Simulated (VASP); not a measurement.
# BaTiO3 (P4mm) in VASP: a series of runs, part 3 of 4

VASP 6.6.1. The steps go on from the part before.

### Step 4. Band structure, revPBE

File INCAR:

```
SYSTEM = BaTiO3
PREC     = Accurate       ! precision mode
ENCUT    = 520            ! plane-wave cutoff, eV
EDIFF    = 1E-6           ! SCF threshold, eV
ISMEAR   = -1             ! smearing method
SIGMA    = 0.05           ! smearing width, eV
LREAL    = .FALSE.        ! projectors in reciprocal space
LASPH    = .TRUE.         ! aspherical terms in the spheres
NELM     = 60             ! most SCF steps
ALGO     = Normal         ! electronic algorithm
ISIF     = 2              ! what is computed and relaxed
LWAVE    = .FALSE.        ! write WAVECAR
LCHARG   = .FALSE.        ! write CHGCAR
LMAXMIX  = 4              ! l up to which the mixer works
GGA      = RE             ! functional
NBANDS   = 28             ! bands
```

File KPOINTS:

```
regular mesh
0
G
  7 7 7
  0 0 0
```

File POSCAR:

```
BaTiO3
1.0
    3.9998000000      0.0000000000      0.0000000000
    0.0000000000      3.9998000000      0.0000000000
    0.0000000000      0.0000000000      4.0180000000
Ba Ti O
1 1 3
Direct
    0.0000000000      0.0000000000      0.0000000000
    0.5000000000      0.5000000000      0.4900000000
    0.0000000000      0.5000000000      0.5170000000
    0.5000000000      0.0000000000      0.5170000000
    0.5000000000      0.5000000000      0.0190000000
```

File KPOINTS_OPT:

```
path GXMGZRAZ,XR,MA
15
line-mode
reciprocal
 0.0000000000  0.0000000000  0.0000000000  G
 0.0000000000  0.5000000000  0.0000000000  X

 0.0000000000  0.5000000000  0.0000000000  X
 0.5000000000  0.5000000000  0.0000000000  M

 0.5000000000  0.5000000000  0.0000000000  M
 0.0000000000  0.0000000000  0.0000000000  G

 0.0000000000  0.0000000000  0.0000000000  G
 0.0000000000  0.0000000000  0.5000000000  Z

 0.0000000000  0.0000000000  0.5000000000  Z
 0.0000000000  0.5000000000  0.5000000000  R

 0.0000000000  0.5000000000  0.5000000000  R
 0.5000000000  0.5000000000  0.5000000000  A

 0.5000000000  0.5000000000  0.5000000000  A
 0.0000000000  0.0000000000  0.5000000000  Z

 0.0000000000  0.5000000000  0.0000000000  X
 0.0000000000  0.5000000000  0.5000000000  R

 0.5000000000  0.5000000000  0.0000000000  M
 0.5000000000  0.5000000000  0.5000000000  A
```

Potentials or basis: VASP PAW PBE potentials, release 64 (Ba_sv, Ti_sv, O).

Launch:

```
cat potpaw_PBE.64/Ba_sv/POTCAR potpaw_PBE.64/Ti_sv/POTCAR potpaw_PBE.64/O/POTCAR > POTCAR
mpirun -np 1 vasp_std > vasp.out
```

OUTCAR:

```text
SYSTEM = BaTiO3
   PREC = Accurate
   ENCUT = 520
   EDIFF = 1E-6
   ISMEAR = -1
   LREAL = .FALSE.
   LASPH = .TRUE.
   NELM = 60
   ISIF = 2
   GGA = RE

 ion  position               nearest neighbor table
   1  0.000  0.000  0.000-   3 2.79   4 2.79   3 2.79   4 2.79   5 2.83   5 2.83   5 2.83   5 2.83
                             4 2.88   3 2.88   4 2.88   3 2.88   2 3.45   2 3.45   2 3.45   2 3.45
   2  0.500  0.500  0.490-   5 1.89   4 2.00   3 2.00   4 2.00   3 2.00   5 2.13   1 3.45   1 3.45
                             1 3.45   1 3.45   1 3.49   1 3.49   1 3.49   1 3.49
   3  0.000  0.500  0.517-   2 2.00   2 2.00   1 2.79   1 2.79   1 2.88   1 2.88
   4  0.500  0.000  0.517-   2 2.00   2 2.00   1 2.79   1 2.79   1 2.88   1 2.88
   5  0.500  0.500  0.019-   2 1.89   2 2.13   1 2.83   1 2.83   1 2.83   1 2.83

  LATTYP: Found a simple tetragonal cell.
 ALAT       =     3.9998000000
 C/A-ratio  =     1.0045502275

  Lattice vectors:

 A1 = (   3.9998000000,   0.0000000000,   0.0000000000)
 A2 = (   0.0000000000,   3.9998000000,   0.0000000000)
 A3 = (   0.0000000000,   0.0000000000,   4.0180000000)

Analysis of symmetry for initial positions (statically):
=====================================================================
 Subroutine PRICEL returns:
 Original cell was already a primitive cell.

 Routine SETGRP: Setting up the symmetry group for a
 simple tetragonal supercell.

 Subroutine GETGRP returns: Found  8 space group operations
 (whereof  8 operations were pure point group operations)
 out of a pool of 16 trial point group operations.

The static configuration has the point symmetry C_4v.

Analysis of symmetry for dynamics (positions and initial velocities):
=====================================================================
 Subroutine PRICEL returns:
 Original cell was already a primitive cell.

 Routine SETGRP: Setting up the symmetry group for a
 simple tetragonal supercell.
[... 131 lines left out ...]
     AMIX_MAG =   1.60;   BMIX_MAG =  1.00
  volume/ion in A,a.u.               =      12.86        86.76
  Fermi-wavevector in a.u.,A,eV,Ry     =   1.397653  2.641181 26.578078  1.953434
  Thomas-Fermi vector in A             =   2.520888
   LORBIT       =      0    0 simple, 1 ext, 2 COOP (PROOUT), +10 PAW based schemes
   GGA     = RE    functional components
   LHFCALC =     F    Hartree Fock is set to
   AEXX    =    0.0000 exact exchange contribution
   IVDW    =     0    specifies the selected vdW correction
   LEPSILON=     F    determine dielectric tensor
   LRPA    =     F    only Hartree local field effects (RPA)
 non-spin polarized calculation
  energy-cutoff  :      520.00
  volume of cell :       64.28
 maximum number of plane-waves:      1755
 NGX is ok and might be reduce to    30
   NGX = 15   NGY = 15   NGZ = 15

 number of electron      39.9999977 magnetization

 Free energy of the ion-electron system (eV)
  ---------------------------------------------------
  ext. energy  EPLUGINS =         0.00000000
  ---------------------------------------------------
  free energy    TOTEN  =       -38.16929095 eV

  energy without entropy =      -38.16929095  energy(sigma->0) =      -38.16929095

 E-fermi :   4.8547     XC(G=0): -11.0911

 val. band max:        3.8585452209   @ k =   0.4286   0.4286   0.4286
 cond. band min:       5.7519934257   @ k =   0.0000   0.0000   0.0000
 fundamental gap:      1.8934482048
 Fermi energy:         4.8546519392

 k-point     1 :       0.0000    0.0000    0.0000
  band No.  band energies     occupation
      1     -52.7608      2.00000
      2     -28.9479      2.00000
      3     -28.9178      2.00000
      4     -28.9178      2.00000
      5     -20.9484      2.00000
      6     -13.0378      2.00000
[... 733 lines left out ...]
     27      12.3662      0.00000
     28      12.8431      0.00000

 [... further k-points ...]

------------------------ aborting loop because EDIFF is reached ----------------------------------------

  FORCE on cell =-STRESS in cart. coord.  units (eV):
  Direction    XX          YY          ZZ          XY          YZ          ZX
  --------------------------------------------------------------------------------------
  -------------------------------------------------------------------------------------
  Total        2.8120952      2.8120952      3.1778187      0.0000000      0.0000000      0.0000000
  in kB       70.0896861     70.0896861     79.2051129      0.0000000      0.0000000      0.0000000
  external PRESSURE =      73.1281617 kB  Pullay stress =       0.0000000 kB

 VOLUME and BASIS-vectors are now :
 -----------------------------------------------------------------------------
  energy-cutoff  :      520.00
  volume of cell :       64.28
      direct lattice vectors                 reciprocal lattice vectors
     3.999800000  0.000000000  0.000000000     0.250012501  0.000000000  0.000000000
     0.000000000  3.999800000  0.000000000     0.000000000  0.250012501  0.000000000
     0.000000000  0.000000000  4.018000000     0.000000000  0.000000000  0.248880040

 POSITION                                       TOTAL-FORCE (eV/Angst)
 -----------------------------------------------------------------------------------
      0.00000      0.00000      0.00000         0.000000      0.000000      0.083521
      1.99990      1.99990      1.96882         0.000000     -0.000000     -0.122910
      0.00000      1.99990      2.07731         0.000000      0.000000     -0.115825
      1.99990      0.00000      2.07731         0.000000      0.000000     -0.115825
      1.99990      1.99990      0.07634        -0.000000     -0.000000      0.271040
 -----------------------------------------------------------------------------------
    total drift:                                0.000000      0.000000      0.000261

  FREE ENERGIE OF THE ION-ELECTRON SYSTEM (eV)
  ---------------------------------------------------
  free  energy   TOTEN  =       -38.1692909512 eV

  energy  without entropy=      -38.1692909506  energy(sigma->0) =      -38.16929095
```

OSZICAR:

```text
N       E                     dE             d eps       ncg     rms          rms(c)
DAV:   1     0.439658116659E+03    0.43966E+03   -0.20980E+04  2240   0.155E+03
DAV:   2    -0.346925285968E+01   -0.44313E+03   -0.42340E+03  2572   0.430E+02
DAV:   3    -0.469645757240E+02   -0.43495E+02   -0.43090E+02  3124   0.133E+02
[... 45 lines left out ...]
       N       E                     dE             ncg
DAV:   1     0.300673043186E+05   -0.21147E+05      840
DAV:   2     0.240001596217E+05   -0.60671E+04      896
DAV:   3     0.232649100174E+05   -0.73525E+03     1308
DAV:   4     0.232284334302E+05   -0.36477E+02     1100
DAV:   5     0.232272381708E+05   -0.11953E+01     1180
DAV:   6     0.232272262267E+05   -0.11944E-01     1108
DAV:   7     0.232272260295E+05   -0.19719E-03     1168
DAV:   8     0.232272260262E+05   -0.33231E-05      956
DAV:   9     0.232272260261E+05   -0.12606E-06      620
```

Wall time 3.6 min (1 thread of Intel Xeon Platinum 8488C (Sapphire Rapids), shared host); peak memory 0.24 GiB.

Results:

| Property | Result |
| --- | --- |
| Free energy | -38.1693 eV |
| Pressure | 7.3 GPa |
| Largest force | 0.271 eV/Å |
| Band gap on the k mesh | 1.89 eV, indirect (least direct gap 2.09 eV) |
| Band gap along the path | 1.80 eV, indirect (least direct gap 2.09 eV) |

Forces in eV/Å, atoms in the order of the input:
```
Ba   0.000  0.000  0.084
Ti   0.000  0.000 -0.123
O    0.000  0.000 -0.116
O    0.000  0.000 -0.116
O    0.000  0.000  0.271
```

Levels at the corners of the path, in eV from the valence-band top:
| point | band 17 | band 18 | band 19 | band 20 | band 21 | band 22 | band 23 | band 24 |
| --- | --- | --- | --- | --- | --- | --- | --- | --- |
| Γ | -1.13 | -0.31 | -0.29 | -0.29 | 1.80 | 2.01 | 2.01 | 3.95 |
| X | -1.82 | -1.72 | -0.94 | -0.84 | 2.15 | 3.50 | 3.53 | 4.01 |
| X | -1.82 | -1.72 | -0.94 | -0.84 | 2.15 | 3.50 | 3.53 | 4.01 |
| M | -1.76 | -0.98 | -0.98 | -0.09 | 3.54 | 3.54 | 3.94 | 4.69 |
| M | -1.76 | -0.98 | -0.98 | -0.09 | 3.54 | 3.54 | 3.94 | 4.69 |
| Γ | -1.13 | -0.31 | -0.29 | -0.29 | 1.80 | 2.01 | 2.01 | 3.95 |
| Γ | -1.13 | -0.31 | -0.29 | -0.29 | 1.80 | 2.01 | 2.01 | 3.95 |
| Z | -1.94 | -1.93 | -0.70 | -0.70 | 1.95 | 3.56 | 3.56 | 3.95 |
| Z | -1.94 | -1.93 | -0.70 | -0.70 | 1.95 | 3.56 | 3.56 | 3.95 |
| R | -1.71 | -0.91 | -0.89 | -0.17 | 3.52 | 3.57 | 3.92 | 4.79 |
| R | -1.71 | -0.91 | -0.89 | -0.17 | 3.52 | 3.57 | 3.92 | 4.79 |
| A | -2.42 | -0.09 | -0.09 | 0.00 | 4.16 | 4.16 | 4.16 | 6.56 |
| A | -2.42 | -0.09 | -0.09 | 0.00 | 4.16 | 4.16 | 4.16 | 6.56 |
| Z | -1.94 | -1.93 | -0.70 | -0.70 | 1.95 | 3.56 | 3.56 | 3.95 |
| X | -1.82 | -1.72 | -0.94 | -0.84 | 2.15 | 3.50 | 3.53 | 4.01 |
| R | -1.71 | -0.91 | -0.89 | -0.17 | 3.52 | 3.57 | 3.92 | 4.79 |
| M | -1.76 | -0.98 | -0.98 | -0.09 | 3.54 | 3.54 | 3.94 | 4.69 |
| A | -2.42 | -0.09 | -0.09 | 0.00 | 4.16 | 4.16 | 4.16 | 6.56 |

Caveat: the PAW data sets were made with another functional, which shifts forces and pressure a little; spin-orbit coupling is left out, which moves the levels of the heavy elements; the mesh misses the band edges, which the band path finds closer together. A hybrid or GW would open this gap; revPBE tends to underestimate it.

(Part 3 of 4 ends here.)
